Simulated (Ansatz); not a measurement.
AlN built on the wurtzite prototype, relaxed with r2SCAN in the plane-wave code Ansatz: it is hexagonal, P6_3mc (No. 186); conventional cell a = 3.107 Å, c = 4.979 Å, 10.40 Å³ an atom. Al has 4 N at 1.89–1.90 Å; N has 4 Al at 1.89–1.90 Å. It was then strained (isotropic on every length), atoms relaxed again within the symmetry left. Unstrained, HSE06 gives 5.599 eV (Γ, 6×6×4 mesh), and the band edges keep their places in every row. Stress is positive in compression. Spin-unpolarised throughout; all numbers are computed.

Axes as in this cell:
```xyz
4
Lattice="3.1067 0.0000 0.0000 -1.5533 2.6905 0.0000 0.0000 0.0000 4.9786" Properties=species:S:1:pos:R:3 pbc="T T T"
Al    0.0000    1.7937   -0.0164
Al    1.5533    0.8968    2.4729
N     0.0000    1.7937    1.8834
N     1.5533    0.8968    4.3727
```

| strain (%) | ln(V/V₀) | ΔE_g, HSE06 (eV) | Δpressure, r2SCAN (GPa) |
| --- | --- | --- | --- |
| -2.0 | -0.0606 | +0.587 | +14.35 |
| -1.5 | -0.0453 | +0.438 | +10.43 |
| -1.0 | -0.0302 | +0.290 | +6.74 |
| +1.0 | +0.0299 | -0.282 | -5.94 |
| +2.0 | +0.0594 | -0.558 | -11.17 |
| +4.0 | +0.1177 | -1.085 | -19.75 |
| +4.46 | +0.1309 | -1.203 | -21.41 |

Fit ΔE_g = a x + b x² to these rows by least squares, with x = ln(V/V₀).
The normal equations take Σx² = 4.205e-02, Σx³ = 3.767e-03, Σx⁴ = 5.173e-04, ΣxΔE = -3.909e-01 and Σx²ΔE = -3.455e-02, and give a = -9.53 eV, b = +2.6 eV; the largest residual is 0.001 eV. a is the volume deformation potential of this gap.

Fit the change of pressure in the same way.
Δpressure = -212.7 x + (379) x² GPa. So B₀ = 212.7 GPa and B′ ≈ 2 × 379/212.7 = 3.6; two terms over so wide a range bias B₀ by a few per cent and B′ by more; the gap's pressure coefficient at zero is −a/B₀ = +45 meV/GPa, with HSE06's a and r2SCAN's B₀. With the axis ratios held, these aren't quite the hydrostatic values.

Predict the withheld row at +3.0 % (x = +0.0887).
ΔE_g ≈ -9.53 × (+0.0887) + (2.6) × (+0.0887)² = -0.825 eV, and Δpressure ≈ -15.88 GPa. The runs give -0.825 eV and -15.75 GPa, off by 0.000 eV and +0.13 GPa.

The meshes of the hybrids are coarse, so their gaps aren't converged to the digits shown.
